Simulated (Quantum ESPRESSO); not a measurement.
# Mg (P6/mmm) in Quantum ESPRESSO: single point with PBE

Aim: the single point of Mg with PBE.

Program: Quantum ESPRESSO 7.5. These are calculated values, not measurements. Logs are shortened: lines on timing, memory, paths and dates and some standing lists are left out, and cuts for length are marked.

## (1) The crystal as given

Symmetry: P6/mmm, No. 191, hexagonal system. Conventional cell: a = 3.050 Å, b = 3.050 Å, c = 3.045 Å, α = 90.00°, β = 90.00°, γ = 120.00°. Mg (site symmetry 6/mmm) has 8 Mg at 3.04 to 3.05 Å as nearest neighbours.

This isn't the form of Mg at room conditions, which is hcp.

## (2) Single point, PBE

Contents of run.py:

```python
import numpy as np
from ase.calculators.espresso import Espresso, EspressoProfile
from ase import Atoms

atoms = Atoms(['Mg'],
              cell=[[3.0502998005, 0.0, 0.0], [-1.5251499003, 2.6416371164, 0.0], [0.0, 0.0, 3.04483757]],
              scaled_positions=[[0.0, 0.0, 0.0]],
              pbc=True)

input_data = {
    'control': {'calculation': 'scf', 'prefix': 'pwscf', 'outdir': './tmp', 'tprnfor': True, 'tstress': True, 'disk_io': 'nowf'},
    'system': {'ecutwfc': 55.0, 'ecutrho': 440.0, 'nbnd': 6, 'occupations': 'smearing', 'smearing': 'fd', 'degauss': 0.00367493},
    'electrons': {'conv_thr': 2e-10, 'electron_maxstep': 120, 'mixing_beta': 0.5},
}
pseudopotentials = {'Mg': 'Mg.pbe-n-kjpaw_psl.0.3.0.UPF'}
profile = EspressoProfile(command='pw.x', pseudo_dir='pseudo')
dft = Espresso(profile=profile, input_data=input_data, pseudopotentials=pseudopotentials, kpts=(10, 10, 9), koffset=(0, 0, 0))
atoms.calc = dft

print(f'energy {atoms.get_potential_energy():.8f} eV')
print('forces (eV/A)')
print(np.round(atoms.get_forces(), 6))
print('stress (eV/A^3, Voigt)')
print(np.round(atoms.get_stress(), 8))
print(f'Fermi level {dft.get_fermi_level():.4f} eV')
```

Potentials or basis: SSSP 1.3 efficiency PBE.

On the command line:

```sh
$ OMP_NUM_THREADS=1 python run.py
```

What it wrote:

```text
energy -457.15858676 eV
forces (eV/A)
[[0. 0. 0.]]
stress (eV/A^3, Voigt)
[-0.00943315 -0.00943315 -0.00230274 -0.         -0.         -0.        ]
Fermi level 3.1339 eV
```

espresso.pwi:

```text
&CONTROL
   calculation      = 'scf'
   tstress          = .true.
   tprnfor          = .true.
   outdir           = './tmp'
   prefix           = 'pwscf'
   disk_io          = 'nowf'
   pseudo_dir       = 'pseudo'
/
&SYSTEM
   nbnd             = 6
   ecutwfc          = 55.0
   ecutrho          = 440.0
   occupations      = 'smearing'
   degauss          = 0.00367493
   smearing         = 'fd'
   ntyp             = 1
   nat              = 1
   ibrav            = 0
/
&ELECTRONS
   electron_maxstep = 120
   conv_thr         = 2e-10
   mixing_beta      = 0.5
/
&IONS
/
&CELL
/
&FCP
/
&RISM
/
ATOMIC_SPECIES
Mg 24.305 Mg.pbe-n-kjpaw_psl.0.3.0.UPF

K_POINTS automatic
10 10 9  0 0 0

CELL_PARAMETERS angstrom
3.05029980050000 0.00000000000000 0.00000000000000
-1.52514990030000 2.64163711640000 0.00000000000000
0.00000000000000 0.00000000000000 3.04483757000000

ATOMIC_POSITIONS angstrom
Mg 0.0000000000 0.0000000000 0.0000000000
```

espresso.pwo:

```text
This program is part of the open-source Quantum ESPRESSO suite
     for quantum simulation of materials; please cite
         "P. Giannozzi et al., J. Phys.:Condens. Matter 21 395502 (2009);
         "P. Giannozzi et al., J. Phys.:Condens. Matter 29 465901 (2017);
         "P. Giannozzi et al., J. Chem. Phys. 152 154105 (2020);
     in publications or presentations arising from this work. More details at

Warning: card &CELL ignored
Warning: card &FCP ignored
Warning: card &RISM ignored

     file Mg.pbe-n-kjpaw_psl.0.3.0.UPF: wavefunction(s)  3S renormalized
     Message from routine setup:
     using ibrav=0 with symmetry is DISCOURAGED, use correct ibrav instead

     G-vector sticks info
     --------------------
     sticks:   dense  smooth     PW     G-vecs:    dense   smooth      PW
     Sum        1015     499    151                25713     9045    1545

     Using Slab Decomposition

     bravais-lattice index     =            0
     lattice parameter (alat)  =       5.7642  a.u.
     unit-cell volume          =     165.5680 (a.u.)^3
     number of atoms/cell      =            1
     number of atomic types    =            1
     number of electrons       =         2.00
     number of Kohn-Sham states=            6
     kinetic-energy cutoff     =      55.0000  Ry
     charge density cutoff     =     440.0000  Ry
     scf convergence threshold =      2.0E-10
     mixing beta               =       0.5000
     number of iterations used =            8  plain     mixing
     Exchange-correlation= SLA  PW   PBX  PBC
                           (   1   4   3   4   0   0   0)

     celldm(1)=   5.764231  celldm(2)=   0.000000  celldm(3)=   0.000000
     celldm(4)=   0.000000  celldm(5)=   0.000000  celldm(6)=   0.000000

     crystal axes: (cart. coord. in units of alat)
               a(1) = (   1.000000   0.000000   0.000000 )
               a(2) = (  -0.500000   0.866025   0.000000 )
               a(3) = (   0.000000   0.000000   0.998209 )

     reciprocal axes: (cart. coord. in units 2 pi/alat)
               b(1) = (  1.000000  0.577350 -0.000000 )
               b(2) = (  0.000000  1.154701  0.000000 )
               b(3) = (  0.000000 -0.000000  1.001794 )

     PseudoPot. # 1 for Mg read from file:
     Mg.pbe-n-kjpaw_psl.0.3.0.UPF
     Pseudo is Projector augmented-wave + core cor, Zval =  2.0
     Generated using "atomic" code by A. Dal Corso  v.5.0.99 svn rev. 10869
     Shape of augmentation charge: PSQ
     Using radial grid of 1129 points,  4 beta functions with:
                l(1) =   0
                l(2) =   0
                l(3) =   1
                l(4) =   1
     Q(r) pseudized with 0 coefficients

     atomic species   valence    mass     pseudopotential
     Mg                2.00    24.30500     Mg( 1.00)

     24 Sym. Ops., with inversion, found

   Cartesian axes

     site n.     atom                  positions (alat units)
         1        Mg     tau(   1) = (   0.0000000   0.0000000   0.0000000  )

     number of k points=    70  Fermi-Dirac smearing, width (Ry)=  0.0037
                       cart. coord. in units 2pi/alat
        k(    1) = (   0.0000000   0.0000000   0.0000000), wk =   0.0022222
        k(    2) = (   0.0000000   0.0000000   0.1113104), wk =   0.0044444
        k(    3) = (   0.0000000   0.0000000   0.2226209), wk =   0.0044444
        k(    4) = (   0.0000000   0.0000000   0.3339313), wk =   0.0044444
        k(    5) = (   0.0000000   0.0000000   0.4452417), wk =   0.0044444
        k(    6) = (   0.0000000   0.1154701   0.0000000), wk =   0.0133333
[... 62 lines left out ...]
        k(   69) = (   0.3000000   0.5196152   0.3339313), wk =   0.0266667
        k(   70) = (   0.3000000   0.5196152   0.4452417), wk =   0.0266667

     Dense  grid:    25713 G-vectors     FFT dimensions: (  40,  40,  40)

     Smooth grid:     9045 G-vectors     FFT dimensions: (  27,  27,  27)

     Initial potential from superposition of free atoms

     starting charge       1.9991, renormalised to       2.0000
     Starting wfcs are    4 randomized atomic wfcs +    2 random wfcs

     Self-consistent Calculation

     iteration #  1     ecut=    55.00 Ry     beta= 0.50
     Davidson diagonalization with overlap
     ethr =  1.00E-02,  avg # of iterations =  6.1

     Threshold (ethr) on eigenvalues was too large:
     Diagonalizing with lowered threshold

     Davidson diagonalization with overlap
     ethr =  1.81E-04,  avg # of iterations =  2.3

     total energy              =     -33.60048775 Ry
     estimated scf accuracy    <       0.00359899 Ry

     iteration #  2     ecut=    55.00 Ry     beta= 0.50
     Davidson diagonalization with overlap
     ethr =  1.80E-04,  avg # of iterations =  1.0

     total energy              =     -33.60044237 Ry
     estimated scf accuracy    <       0.00086231 Ry

     iteration #  3     ecut=    55.00 Ry     beta= 0.50
     Davidson diagonalization with overlap
     ethr =  4.31E-05,  avg # of iterations =  2.0

     total energy              =     -33.60047030 Ry
     estimated scf accuracy    <       0.00000028 Ry

     iteration #  4     ecut=    55.00 Ry     beta= 0.50
     Davidson diagonalization with overlap
     c_bands:  1 eigenvalues not converged
     c_bands:  1 eigenvalues not converged
     ethr =  1.42E-08,  avg # of iterations =  8.2

     total energy              =     -33.60054061 Ry
     estimated scf accuracy    <       0.00000031 Ry

     iteration #  5     ecut=    55.00 Ry     beta= 0.50
     Davidson diagonalization with overlap
     ethr =  1.42E-08,  avg # of iterations =  1.3

     total energy              =     -33.60053929 Ry
     estimated scf accuracy    <       0.00000027 Ry

     iteration #  6     ecut=    55.00 Ry     beta= 0.50
     Davidson diagonalization with overlap
     ethr =  1.34E-08,  avg # of iterations =  1.5

     total energy              =     -33.60053933 Ry
     estimated scf accuracy    <       0.00000001 Ry
[... 26 lines left out ...]
     total energy              =     -33.60053932 Ry
     estimated scf accuracy    <          4.6E-09 Ry

     iteration # 11     ecut=    55.00 Ry     beta= 0.50
     Davidson diagonalization with overlap
     ethr =  2.30E-10,  avg # of iterations =  1.5

     total energy              =     -33.60053932 Ry
     estimated scf accuracy    <          5.7E-10 Ry

     iteration # 12     ecut=    55.00 Ry     beta= 0.50
     Davidson diagonalization with overlap
     ethr =  2.87E-11,  avg # of iterations =  4.2

     End of self-consistent calculation

          k = 0.0000 0.0000 0.0000 (  1141 PWs)   bands (ev):

    -3.4773  11.1782  11.9018  15.7399  15.7399  16.7807

          k = 0.0000 0.0000 0.1113 (  1147 PWs)   bands (ev):

    -3.2774   8.6029  14.5717  15.9081  16.9236  16.9237

          k = 0.0000 0.0000 0.2226 (  1148 PWs)   bands (ev):

    -2.6805   5.9241  16.3947  16.3947  17.3537  17.3537

          k = 0.0000 0.0000 0.3339 (  1130 PWs)   bands (ev):

    -1.6967   3.5294  17.1180  17.1180  18.0699  18.0699

          k = 0.0000 0.0000 0.4452 (  1130 PWs)   bands (ev):
[... 71 lines left out ...]
          k = 0.0000 0.4619 0.2226 (  1135 PWs)   bands (ev):

     0.6979   4.7812   9.0922  12.1813  12.6210  15.0690

          k = 0.0000 0.4619 0.3339 (  1143 PWs)   bands (ev):

     1.6474   5.5349   7.0233  10.5737  13.4570  15.2200

          k = 0.0000 0.4619 0.4452 (  1157 PWs)   bands (ev):

     2.9320   4.6479   7.1962   8.7826  14.6071  16.2402

          k = 0.0000-0.5774 0.0000 (  1130 PWs)   bands (ev):

     1.5989   2.0183  11.4194  11.7767  16.0797  16.8391

          k = 0.0000-0.5774 0.1113 (  1136 PWs)   bands (ev):

     1.7804   2.2170  11.2675  11.9438  13.6570  15.4317

          k = 0.0000-0.5774 0.2226 (  1138 PWs)   bands (ev):

     2.3225   2.8079  10.3515  10.8890  12.4457  14.4984

          k = 0.0000-0.5774 0.3339 (  1150 PWs)   bands (ev):

     3.2111   3.7731   8.4951   8.6188  13.2827  14.9409

          k = 0.0000-0.5774 0.4452 (  1150 PWs)   bands (ev):

     4.3346   5.0594   6.6163   6.8173  14.4393  16.0561

          k = 0.1000 0.1732 0.0000 (  1141 PWs)   bands (ev):

    -2.8285  10.6271  11.1465  12.4405  13.5552  17.6054

          k = 0.1000 0.1732 0.1113 (  1139 PWs)   bands (ev):

    -2.6297   9.0010  11.3226  12.2298  15.5348  17.7439

          k = 0.1000 0.1732 0.2226 (  1139 PWs)   bands (ev):

    -2.0363   6.4780  11.8431  12.6853  17.3244  18.0978

          k = 0.1000 0.1732 0.3339 (  1139 PWs)   bands (ev):

    -1.0579   4.1244  12.6696  13.5186  17.4415  17.8436
[... 133 lines left out ...]
          k = 0.3000 0.5196 0.2226 (  1146 PWs)   bands (ev):

     2.9157   4.6929   5.3572  11.5991  13.3285  14.0346

          k = 0.3000 0.5196 0.3339 (  1138 PWs)   bands (ev):

     3.8269   5.5690   6.1585   9.3118  10.9538  11.8976

          k = 0.3000 0.5196 0.4452 (  1138 PWs)   bands (ev):

     5.0152   6.4796   6.6409   8.0746   9.1296  10.2591

     the Fermi energy is     3.1339 ev

!    total energy              =     -33.60053932 Ry
     total all-electron energy =      -400.654748 Ry
     estimated scf accuracy    <          6.3E-11 Ry
     smearing contrib. (-TS)   =      -0.00018342 Ry
     internal energy E=F+TS    =     -33.60035590 Ry

     The total energy is F=E-TS. E is the sum of the following terms:
     one-electron contribution =       1.35419557 Ry
     hartree contribution      =       0.00532920 Ry
     xc contribution           =      -1.57952126 Ry
     ewald contribution        =      -2.08025357 Ry
     one-center paw contrib.   =     -31.30010584 Ry

     convergence has been achieved in  12 iterations

     Forces acting on atoms (cartesian axes, Ry/au):

     atom    1 type  1   force =     0.00000000    0.00000000    0.00000000

     Total force =     0.000000     Total SCF correction =     0.000000

     Computing stress (Cartesian axis) and pressure

          total   stress  (Ry/bohr**3)                   (kbar)     P=       11.31
   0.00010274   0.00000000   0.00000000           15.11        0.00        0.00
   0.00000000   0.00010274   0.00000000            0.00       15.11        0.00
   0.00000000   0.00000000   0.00002508            0.00        0.00        3.69

=------------------------------------------------------------------------------=
   JOB DONE.
=------------------------------------------------------------------------------=
```

Wall time 8.1 s (1 thread of Intel Xeon Platinum 8375C at 2.90GHz (Ice Lake), shared host); peak memory 0.08 GiB.

Results:

| Quantity | Value |
| --- | --- |
| Free energy | -457.1586 eV |
| Pressure | 1.1 GPa |
| Band gap on the k mesh | none (metal or under the smearing width) |

## (3) For comparison

An earlier run on the cell as given: functional PBE; potentials or basis SSSP 1.3 efficiency PBE; cutoff 748 eV; density cutoff 5987 eV; k mesh 10 × 10 × 9; occupations fermi-dirac, width 0.05 eV; no spin polarisation.

* Pressure: 1.1 GPa
* Band gap on the k mesh: none (metal or under the smearing width)
